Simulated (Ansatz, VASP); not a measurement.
Two plane-wave programs on Mo

Contents of INCAR:

```
SYSTEM = Mo
PREC = Accurate
ENCUT = 520
EDIFF = 1E-7
ISMEAR = 0
SIGMA = 0.15
LREAL = .FALSE.
LASPH = .TRUE.
NELM = 60
ALGO = Normal
ISIF = 2
LWAVE = .FALSE.
LCHARG = .FALSE.
GGA = PS
NBANDS = 13
```

KPOINTS

```
regular mesh
0
G
  18 18 18
  0 0 0
```

The input POSCAR:

```
Mo
1.0
    2.8175757091      0.0000000000      0.0000000000
   -1.4087878546      2.4400921412      0.0000000000
    0.0000000000      0.0000000000      2.5935084105
Mo
1
Direct
    0.0000000000      0.0000000000      0.5000000000
```

Input for Ansatz:

```yaml
crystal:
  lattice:
    - [2.8175757091, 0.0, 0.0]
    - [-1.4087878546, 2.4400921412, 0.0]
    - [0.0, 0.0, 2.5935084105]
  atoms:
    - { symbol: Mo, position: [0.0, 0.0, 0.5] }
basis:
  ecutwfc: 420
kpoints:
  mp_grid: { grid: [18, 18, 18] }
hamiltonian:
  xc: pbesol
scf:
  occupations: { method: gaussian, width: 0.15 }
output:
  forces: true
  stress: true
  eigenvalues: true
  write_density: true
  write_potential: true
  elf: true
  volumetric_format: npy
```

Change from the starting cell: strain +0.030 along x and y, +0.015 along z, atoms carried along.

Alike in both runs: task single point; functional PBEsol; k mesh 18 × 18 × 18; occupations gaussian, width 0.15 eV; no spin polarisation.

|  | VASP | Ansatz |
| --- | --- | --- |
| version | VASP 6.6.1 | Ansatz 0.2.0 |
| potentials or method | VASP PAW PBE potentials, release 64 (Mo_sv) | scalar-relativistic, plane waves, PAW |
| plane-wave cutoff (eV) | 520 | 420 |
| valence electrons in the cell | 14 | 14 |

```csv
,VASP,Ansatz,Ansatz less VASP
gap on the k mesh at the Fermi level (eV),none,none,-
pressure (GPa),-16.8,-17.2,-0.35
largest component of the traceless stress (GPa),1.60,1.69,+0.092
```

A gap of «none» marks a metal or a gap that the smearing closes.

Caveats: so large a pressure means that the cell lies far from this level's equilibrium, or that cutoff or potentials fall short (VASP); the potentials were made for another functional, which shifts forces and pressure (VASP).
